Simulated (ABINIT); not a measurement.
CuO (Tenorite):

```xyz
4
Lattice="2.3447 -1.7134 0.0000 2.3447 1.7134 0.0000 -0.8606 0.0000 5.0594" Properties=species:S:1:pos:R:3 pbc="T T T"
Cu    0.7420   -0.8457    2.5297
Cu    1.1723    0.8457    0.0000
O     1.6421    0.2841    3.8133
O     2.0724   -0.2841    1.2836
```

- Program: ABINIT 10.8.3 (patched build)
- Task: single point
- Functional: PBE
- Potentials or basis: JTH PAW PBE v2.0
- Cutoff: 707 eV
- k mesh: 10 × 10 × 5
- Occupations: fermi-dirac, width 0.05 eV
- Spin: no spin polarisation

On this cell: pressure 5.5 GPa; largest force 0.773 eV/Å; band gap on the k mesh none (metal or under the smearing width).

The same run follows on a disturbed copy (atoms moved at random, drawn with an rms of 0.05 Å):

```
CELL_PARAMETERS angstrom
2.34465 -1.71340 0.00000
2.34465 1.71340 0.00000
-0.86055 0.00000 5.05944
ATOMIC_POSITIONS crystal
Cu 0.50570 0.99000 0.49524
Cu 0.01154 0.50101 0.99728
O 0.40012 0.57752 0.76099
O 0.57635 0.41408 0.25814
```

Question: What does the disturbed cell give?

Answer: The energy (extrapolated to zero smearing) moves by +19.8 meV/atom; pressure 6.4 GPa; largest force 1.604 eV/Å; band gap on the k mesh none (metal or under the smearing width).

Forces on the atoms (eV/Å):
```
Cu  -0.215  0.232  0.891
Cu  -1.142  0.531  0.827
O    0.926 -0.752 -1.071
O    0.430 -0.011 -0.646
```

Stress tensor (GPa, compression positive):
```
 6.86 -0.02 -2.84
-0.02  6.56  0.77
-2.84  0.77  5.67
```

Caveats: the run has no spin polarisation, though such a crystal can be magnetic; semilocal functionals often make such compounds metallic where correlation or magnetic order opens a gap, which also shifts bond lengths.
